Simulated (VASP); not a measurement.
A run of VASP 6.6.1:

Contents of INCAR:

```
SYSTEM = TiC
ALGO = Normal ; EDIFF = 1E-6
EDIFFG = -0.01 ; ENCUT = 600
GGA = PE ; IBRION = 2
ISIF = 3 ; ISMEAR = 1
LASPH = .True. ; LCHARG = .False.
LREAL = .False. ; LWAVE = .False.
NELM = 80 ; NSW = 90
PREC = Accurate ; SIGMA = 0.1
```

The input KPOINTS:

```
k-points
0
Gamma
  14 14 14
  0 0 0
```

Contents of POSCAR:

```
TiC
1.0
    0.0000000000      2.1593000000      2.1593000000
    2.1593000000      0.0000000000      2.1593000000
    2.1593000000      2.1593000000      0.0000000000
Ti C
1 1
Direct
    0.0000000000      0.0000000000      0.0000000000
    0.5000000000      0.5000000000      0.5000000000
```

Potentials or basis: VASP PAW PBE potentials, release 64 (Ti_sv, C).

Command:

```console
$ cat potpaw_PBE.64/Ti_sv/POTCAR potpaw_PBE.64/C/POTCAR > POTCAR
$ mpirun -np 1 vasp_std > vasp.out
```

Hardware: 1 thread of Intel(R) Xeon(R) Platinum 8488C (Sapphire Rapids) (shared host).

Task: Estimate the wall time of this run.

Result: It took 29 s on 1 thread of Intel(R) Xeon(R) Platinum 8488C (Sapphire Rapids), on a shared host, peak memory 0.17 GiB. Counts: scf iterations 34, k points 104, ion steps 3.
